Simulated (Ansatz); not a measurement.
# HgTe (Fm-3m) in Ansatz: notebook

The runs below take HgTe through single point, equation of state, with PBEsol.

All numbers are computed with Ansatz 0.2.0; they aren't measurements. Logs are shortened: lines on timing, memory, paths and dates and some standing lists are left out, and cuts for length are marked.

## Step 1: The crystal as given

The structure is cubic, space group Fm-3m (No. 225). Conventional cell: a = 6.360 Å, b = 6.360 Å, c = 6.360 Å, α = 90.00°, β = 90.00°, γ = 90.00°. Hg (site symmetry m-3m) is surrounded by 6 Te at 3.18 Å. Te (site symmetry m-3m) is surrounded by 6 Hg at 3.18 Å.

Measurements of this composition are mostly on another form, of space group No. 216.

## Step 2: Single point, PBEsol, 30.23 Å³/atom (volume scaled by 0.94)

Contents of input.yaml:

```yaml
crystal:
  lattice:
    - [0.0, 3.1150838257, 3.1150838257]
    - [3.1150838257, 0.0, 3.1150838257]
    - [3.1150838257, 3.1150838257, 0.0]
  atoms:
    - { symbol: Hg, position: [0.0, 0.0, 0.0] }
    - { symbol: Te, position: [0.5, 0.5, 0.5] }
kpoints:
  mp_grid: { grid: [7, 7, 7] }
scf:
  occupations: { method: fermi_dirac, width: 0.05 }
hamiltonian:
  xc: pbesol
  pseudopotentials: { kind: all_electron, lapw: { basis_error: 0.001 } }
output:
  forces: true
  stress: true
  eigenvalues: true
```

Potentials or basis: all-electron LAPW, scalar-relativistic.

On the command line:

```console
> ansatz run input.yaml --threads 1 --pin off --max-ram 3072MiB --backend cpu --events-out ev --progress --plain --runs-dir out
```

What it wrote:

```text
Warning: RAYON_NUM_THREADS=1 ignored (pool sized by the plan → 1); use --threads N
LAPW: plane waves up to 7.201 Å⁻¹, error target 1.0e-3 eV per atom; small_component_spin mean_spin; Te in spheres of 1.524 Å, 24 of its electrons in bands, Dirac shells []; Hg in spheres of 1.591 Å, 34 of its electrons in bands, Dirac shells [] (how accurate: hamiltonian.pseudopotentials.lapw.basis_error, Limitations)
Engine: ansatz 0.2.0, x86_64-unknown-linux-gnu
Pseudopotentials: kind: all_electron
Pseudopotential: Hg, LAPW, valence charge 34, lapw/all_electron/scalar/gaussian/Hg, Koelling and Harmon's equation, gaussian nucleus
Pseudopotential: Te, LAPW, valence charge 24, lapw/all_electron/scalar/gaussian/Te, Koelling and Harmon's equation, gaussian nucleus
Functional definition: PBEsol
  exchange = pbesol_x
  correlation = pbesol_c
Crystal: 2 atoms, lattice volume = 60.456 Å³
Basis set: ecut = 197.5650299398094 eV, 339 PW (Γ), exchange–correlation at level 2
Bands: 35, of which v1, the nominal top of the filled ones, is band 29 counted from 1 (28 counted from 0)
Symmetry: 48 space group operations
Space group: Fm-3m (ITA 225), of the structure as read, at distance tolerance 3.9e-5 Å
k-points: 20 of 343
Non-local potential: Hg, projectors of the file, none
Non-local potential: Te, projectors of the file, none
Initial density: superposition of atomic densities (chi_scale 0.1, normalization cell, long waves kept (reshape's long-wave potential 0.00 eV rms))
Initial wavefunctions: plane waves of lowest kinetic energy (no species holds an atomic orbital)
Functional: x = pbesol(κ = 0.804, μ = 0.12345679012345678), c = pbesol(β = 0.046)
iter 1 solved again at ethr=4.62e-4 eV; its pass at ethr=1.00e-1 eV (dr2=2.68e-1 eV) is discarded
SCF iter   1: F=—  HF=-718490.610723 eV  |F-HF|=—  |Δ(HF+E_count)|=         —  Δρ=1.47e-2  dr2=2.68e-1  ethr=4.62e-4  ⟨swp⟩=2.7  Hψ=4325  notcnv=0
preconditioner: auto → none  [insulator: Δε(μ)=0.208 eV  Ē_g=11.262 eV  σ=0.050 eV  W_gap=0.75  n_scr=14 (ndim 8)  ℏωp=20.3 eV  f_vac=0.135  D(μ)=0.66/eV (n_scr^D=0)  ε∞_Penn≈4.2]
iter 2 solved again at ethr=3.81e-5 eV; its pass at ethr=4.62e-4 eV (dr2=2.21e-2 eV) is discarded
SCF iter   2: F=—  HF=-718490.450670 eV  |F-HF|=—  |Δ(HF+E_count)|=   1.60e-1  Δρ=4.83e-3  dr2=2.21e-2  ethr=3.81e-5  ⟨swp⟩=2.0  Hψ=3582  notcnv=0
SCF iter   3: F=—  HF=-718490.408577 eV  |F-HF|=—  |Δ(HF+E_count)|=   4.21e-2  Δρ=2.64e-3  dr2=3.37e-3  ethr=3.81e-5  ⟨swp⟩=2.4  Hψ=2136  notcnv=0
SCF iter   4: F=—  HF=-718490.407807 eV  |F-HF|=—  |Δ(HF+E_count)|=   7.70e-4  Δρ=6.67e-4  dr2=1.55e-4  ethr=5.82e-6  ⟨swp⟩=2.0  Hψ=2027  notcnv=0
SCF iter   5: F=—  HF=-718490.407828 eV  |F-HF|=—  |Δ(HF+E_count)|=   2.05e-5  Δρ=1.22e-4  dr2=6.31e-6  ethr=2.67e-7  ⟨swp⟩=2.0  Hψ=2027  notcnv=0
SCF iter   6: F=—  HF=-718490.407831 eV  |F-HF|=—  |Δ(HF+E_count)|=   3.66e-6  Δρ=1.43e-5  dr2=1.59e-7  ethr=1.09e-8  ⟨swp⟩=2.0  Hψ=2027  notcnv=0
SCF iter   7: F=-718490.407831 eV  HF=-718490.407831 eV  |F-HF|=5.47e-9  |Δ(HF+E_count)|=   4.25e-7  Δρ=3.23e-6  dr2=6.04e-9  ethr=2.74e-10  ⟨swp⟩=2.0  Hψ=2028  notcnv=0
SCF 1 converged in 7 iterations: F = -718490.407831 eV  dr2 = 6.04e-9
SCF converged after 7 iterations
Free energy (F): -718490.407831 eV
Harris-Foulkes:  -718490.407831 eV  (|F-HF|=5.47e-9)
Internal energy: -718490.400648 eV  (E = F + TS)
E sigma→0 (E₀):  -718490.404240 eV
Entropy (-TS):   -0.007183 eV (-3.591 meV/atom)
Fermi energy:    12.252238 eV
--- Per-component energies (eV) ---
  E_band       = -2630.538013
  E_kinetic    = 805656.433339
  E_xc         = -14699.232787
  E_electrostatic = -1509447.601200  (all electrons and nuclei)
  E_smearing   = -0.007183  (= −TS)
  E_closure    = 0.000000  (closes the sum)
  E_atoms      = -718486.292521  (free atoms, spherical and without spin; not in F)
  Σ components = -718490.407831   (vs F -718490.407831, Δ=0.00e0)
  Basis errors (estimates in eV, not in F): energy 3.4e-4 per atom: plane waves 3.3e-4 (1.8e-4 summed), levels above the bands 3.9e-68, relativity 8.2e-9, radial functions 1.0e-5, core shells 1.4e-7; eigenvalues (radial functions only) 5.6e-6; not estimated: angular momenta, meshes, grids; target (lapw.basis_error) 1.0e-3; muffin-tin radii Te 1.524 Å, Hg 1.591 Å
--- Forces (eV/Å), atoms counted from 1 ---
  atom   1  Hg     0.00000000     0.00000000    -0.00000000
  atom   2  Te    -0.00000000     0.00000000     0.00000000
  max |Σ_I F_I| component: 2.33e-30 eV/Å
--- Stress (GPa, compression-positive) ---
       -4.936986       0.000000       0.000000
        0.000000      -4.936986       0.000000
        0.000000       0.000000      -4.936986
  P = ⅓ Tr σ = -4.9370 GPa (-49.370 kbar)
--- Band table (eV; the first three rows and the last of 20) ---
  k-point 0: bands = ["-146.7440", "-102.3137", "-96.8444", "-96.8444", "-96.8444", "-80.2973", "-80.2973", "-80.2973", "-80.2971", "-80.2971", "-80.2971", "-80.2968", "-50.7064", "-50.7064", "-50.7064", "-24.2717", "-24.2717", "-24.2714", "-24.2714", "-24.2714", "0.5636", "5.7629", "5.7629", "5.8184", "5.8184", "5.8184", "10.9612", "11.5824", "11.5824", "11.5824", "19.7669", "19.7669", "19.7669", "19.8222", "19.8222"]
  k-point 1: bands = ["-146.7440", "-102.3137", "-96.8444", "-96.8444", "-96.8444", "-80.2973", "-80.2973", "-80.2973", "-80.2971", "-80.2971", "-80.2971", "-80.2968", "-50.7064", "-50.7064", "-50.7064", "-24.2717", "-24.2717", "-24.2714", "-24.2713", "-24.2713", "0.7179", "5.7079", "5.7079", "5.7989", "5.8413", "5.8413", "9.4280", "11.7197", "11.7197", "13.0321", "17.9871", "18.6170", "18.6170", "19.7382", "20.3277"]
  k-point 2: bands = ["-146.7440", "-102.3137", "-96.8444", "-96.8444", "-96.8444", "-80.2973", "-80.2973", "-80.2973", "-80.2971", "-80.2971", "-80.2971", "-80.2968", "-50.7065", "-50.7064", "-50.7064", "-24.2717", "-24.2717", "-24.2712", "-24.2708", "-24.2708", "1.1213", "5.5823", "5.5823", "5.7067", "5.9022", "5.9022", "7.9038", "12.0558", "12.0558", "14.2523", "16.4717", "17.2262", "17.2262", "20.1472", "21.2826"]
  k-point 19: bands = ["-146.7440", "-102.3137", "-96.8444", "-96.8444", "-96.8444", "-80.2973", "-80.2973", "-80.2973", "-80.2971", "-80.2971", "-80.2971", "-80.2968", "-50.7066", "-50.7066", "-50.7065", "-24.2719", "-24.2712", "-24.2710", "-24.2707", "-24.2701", "1.5980", "5.5878", "5.7645", "5.8436", "6.0098", "6.2717", "7.8961", "9.1027", "10.0328", "13.5390", "16.9519", "18.6509", "19.2571", "21.4538", "22.4354"]
```

Run time: 5.3 s. Hardware: 1 thread of AMD EPYC 7R43 (Zen 3), shared host; peak memory 0.34 GiB.

What came out:

```
Free energy            : -718490.4078 eV
Pressure               : -4.9 GPa
Band gap on the k mesh : none (metal or under the smearing width)
```

## Step 3: Single point, PBEsol, 30.87 Å³/atom (volume scaled by 0.96)

Edit input.yaml of step 2 so:

```diff
@@ -2,5 +2,5 @@
   lattice:
-    - [0.0, 3.1150838257, 3.1150838257]
-    - [3.1150838257, 0.0, 3.1150838257]
-    - [3.1150838257, 3.1150838257, 0.0]
+    - [0.0, 3.1370217585, 3.1370217585]
+    - [3.1370217585, 0.0, 3.1370217585]
+    - [3.1370217585, 3.1370217585, 0.0]
   atoms:
```

Potentials or basis: all-electron LAPW, scalar-relativistic.

On the command line:

```console
> ansatz run input.yaml --threads 1 --pin off --max-ram 3072MiB --backend cpu --events-out ev --progress --plain --runs-dir out
```

Run time: 5.5 s. Hardware: 1 thread of AMD EPYC 7R43 (Zen 3), shared host; peak memory 0.31 GiB.

It converged, with:

```yaml
Free_energy: -718490.3657 eV
Pressure: -5.5 GPa
Band_gap_on_the_k_mesh: none (metal or under the smearing width)
```

## Step 4: Single point, PBEsol, 31.51 Å³/atom (volume scaled by 0.98)

Edit input.yaml of step 3 so:

```diff
@@ -2,5 +2,5 @@
   lattice:
-    - [0.0, 3.1370217585, 3.1370217585]
-    - [3.1370217585, 0.0, 3.1370217585]
-    - [3.1370217585, 3.1370217585, 0.0]
+    - [0.0, 3.158657075, 3.158657075]
+    - [3.158657075, 0.0, 3.158657075]
+    - [3.158657075, 3.158657075, 0.0]
   atoms:
```

On the command line:

```console
> ansatz run input.yaml --threads 1 --pin off --max-ram 3072MiB --backend cpu --events-out ev --progress --plain --runs-dir out
```

Run time: 5.7 s. Hardware: 1 thread of AMD EPYC 7R43 (Zen 3), shared host; peak memory 0.34 GiB.

It converged, with:

- Free energy: -718490.3191 eV
- Pressure: -6.0 GPa
- Band gap on the k mesh: none (metal or under the smearing width)

## Step 5: Single point, PBEsol, 32.16 Å³/atom

Edit input.yaml of step 4 so:

```diff
@@ -2,5 +2,5 @@
   lattice:
-    - [0.0, 3.158657075, 3.158657075]
-    - [3.158657075, 0.0, 3.158657075]
-    - [3.158657075, 3.158657075, 0.0]
+    - [0.0, 3.18, 3.18]
+    - [3.18, 0.0, 3.18]
+    - [3.18, 3.18, 0.0]
   atoms:
```

On the command line:

```console
> ansatz run input.yaml --threads 1 --pin off --max-ram 3072MiB --backend cpu --events-out ev --progress --plain --runs-dir out
```

It took 5.8 s on 1 thread of AMD EPYC 7R43 (Zen 3), shared host; peak memory 0.34 GiB.

The run converged. Its results:

| Property | Result |
| --- | --- |
| Free energy | -718490.2688 eV |
| Pressure | -6.5 GPa |
| Band gap on the k mesh | none (metal or under the smearing width) |

## Step 6: Single point, PBEsol, 32.80 Å³/atom (volume scaled by 1.02)

Edit input.yaml of step 5 so:

```diff
@@ -2,5 +2,5 @@
   lattice:
-    - [0.0, 3.18, 3.18]
-    - [3.18, 0.0, 3.18]
-    - [3.18, 3.18, 0.0]
+    - [0.0, 3.2010602164, 3.2010602164]
+    - [3.2010602164, 0.0, 3.2010602164]
+    - [3.2010602164, 3.2010602164, 0.0]
   atoms:
```

Potentials or basis: all-electron LAPW, scalar-relativistic.

On the command line:

```console
> ansatz run input.yaml --threads 1 --pin off --max-ram 3072MiB --backend cpu --events-out ev --progress --plain --runs-dir out
```

Run time: 6.4 s. Hardware: 1 thread of AMD EPYC 7R43 (Zen 3), shared host; peak memory 0.34 GiB.

The run converged. Its results:

```
Free energy            : -718490.2154 eV
Pressure               : -6.8 GPa
Band gap on the k mesh : none (metal or under the smearing width)
```

## Step 7: Single point, PBEsol, 33.44 Å³/atom (volume scaled by 1.04)

Edit input.yaml of step 6 so:

```diff
@@ -2,5 +2,5 @@
   lattice:
-    - [0.0, 3.2010602164, 3.2010602164]
-    - [3.2010602164, 0.0, 3.2010602164]
-    - [3.2010602164, 3.2010602164, 0.0]
+    - [0.0, 3.2218469041, 3.2218469041]
+    - [3.2218469041, 0.0, 3.2218469041]
+    - [3.2218469041, 3.2218469041, 0.0]
   atoms:
```

On the command line:

```console
> ansatz run input.yaml --threads 1 --pin off --max-ram 3072MiB --backend cpu --events-out ev --progress --plain --runs-dir out
```

It took 5.8 s on 1 thread of AMD EPYC 7R43 (Zen 3), shared host; peak memory 0.33 GiB.

Results (log left out):

| Quantity | Value |
| --- | --- |
| Free energy | -718490.1594 eV |
| Pressure | -7.1 GPa |
| Band gap on the k mesh | none (metal or under the smearing width) |

## Step 8: Single point, PBEsol, 34.09 Å³/atom (volume scaled by 1.06)

Edit input.yaml of step 7 so:

```diff
@@ -2,5 +2,5 @@
   lattice:
-    - [0.0, 3.2218469041, 3.2218469041]
-    - [3.2218469041, 0.0, 3.2218469041]
-    - [3.2218469041, 3.2218469041, 0.0]
+    - [0.0, 3.2423687753, 3.2423687753]
+    - [3.2423687753, 0.0, 3.2423687753]
+    - [3.2423687753, 3.2423687753, 0.0]
   atoms:
```

On the command line:

```console
> ansatz run input.yaml --threads 1 --pin off --max-ram 3072MiB --backend cpu --events-out ev --progress --plain --runs-dir out
```

Run time: 5.1 s. Hardware: 1 thread of AMD EPYC 7R43 (Zen 3), shared host; peak memory 0.33 GiB.

The run converged. Its results:

- Free energy: -718490.1013 eV
- Pressure: -7.4 GPa
- Band gap on the k mesh: none (metal or under the smearing width)

## Step 9: Equation of state, PBEsol

Potentials or basis: all-electron LAPW, scalar-relativistic.

No new run: the results of the series are fitted here.

What came out:

- Equilibrium volume: outside the volumes run

Energy against volume, from the lowest point:
| volume (Å³/atom) | energy (meV/atom) |
| --- | --- |
| 30.228 | 0.00 |
| 30.871 | 21.06 |
| 31.514 | 44.35 |
| 32.157 | 69.50 |
| 32.801 | 96.21 |
| 33.444 | 124.20 |
| 34.087 | 153.25 |
